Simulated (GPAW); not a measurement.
Write an ASE script for GPAW 26.7.0 that does the following.

- Task: band structure
- Functional: PBEsol
- Potentials or basis: PAW data sets generated in the run's folder for this functional
- Cutoff: 800 eV
- Basis: pw
- k mesh: 10 × 10 × 10
- Occupations: fermi-dirac, width 0.05 eV
- Spin: no spin polarisation
- Maxiter: 150
- Band path: GXWKGLUWLK,UX
- Band points: 100

The structure of ZrC lies in POSCAR:

```
ZrC
1.0
    0.0000000000      2.3650000000      2.3650000000
    2.3650000000      0.0000000000      2.3650000000
    2.3650000000      2.3650000000      0.0000000000
Zr C
1 1
Direct
    0.5000000000      0.5000000000      0.5000000000
    0.0000000000      0.0000000000      0.0000000000
```

These files were run (other wordings do the same):

run.py

```python
from ase.dft.bandgap import bandgap
from ase.io import read, write
from ase.units import GPa
from gpaw import GPAW, PW, setup_paths

setup_paths.insert(0, '.')

atoms = read('POSCAR')

calc = GPAW(mode=PW(800),
            xc='PBEsol',
            kpts={'size': (10, 10, 10), 'gamma': True},
            occupations={'name': 'fermi-dirac', 'width': 0.05},
            nbands=18,
            convergence={'density': 1e-05, 'energy': 1e-05},
            maxiter=150,
            txt='gpaw.txt')
atoms.calc = calc
energy = atoms.get_potential_energy()
forces = atoms.get_forces()
stress = atoms.get_stress()
calc.write('gs.gpw')
write('result.traj', atoms)
print(f'Energy: {energy:.6f} eV')
print('Forces (eV/A):')
print(forces.round(4))
print('Stress (GPa):', (stress / GPa).round(3))
print('Fermi level:', round(calc.get_fermi_level(), 4), 'eV')
print(f'Gap: {bandgap(calc)[0]:.4f} eV, direct: {bandgap(calc, direct=True)[0]:.4f} eV')

path = atoms.cell.bandpath('GXWKGLUWLK,UX', npoints=100, eps=1e-4)
bs_calc = calc.fixed_density(kpts=path, symmetry='off', nbands=27,
                             convergence={'bands': 'CBM+6.0', 'eigenstates': 1e-6}, txt='bands.txt')
bs = bs_calc.band_structure()
bs.write('bs.json')
print(f'Gap on the path: {bandgap(bs_calc)[0]:.4f} eV')
```

Potentials or basis: PAW data sets generated in the run's folder for this functional, pw.

The run is started by

```sh
$ gpaw-setup -f PBEsol C Zr
$ OMP_NUM_THREADS=1 python run.py
```

It gave:

```
Pressure                : -9.3 GPa
Band gap along the path : none (metal or under the smearing width)
```

Run time: 39 s on 1 thread of AMD EPYC 7R13 Processor (Zen 3), on a shared host, peak memory 0.29 GiB.
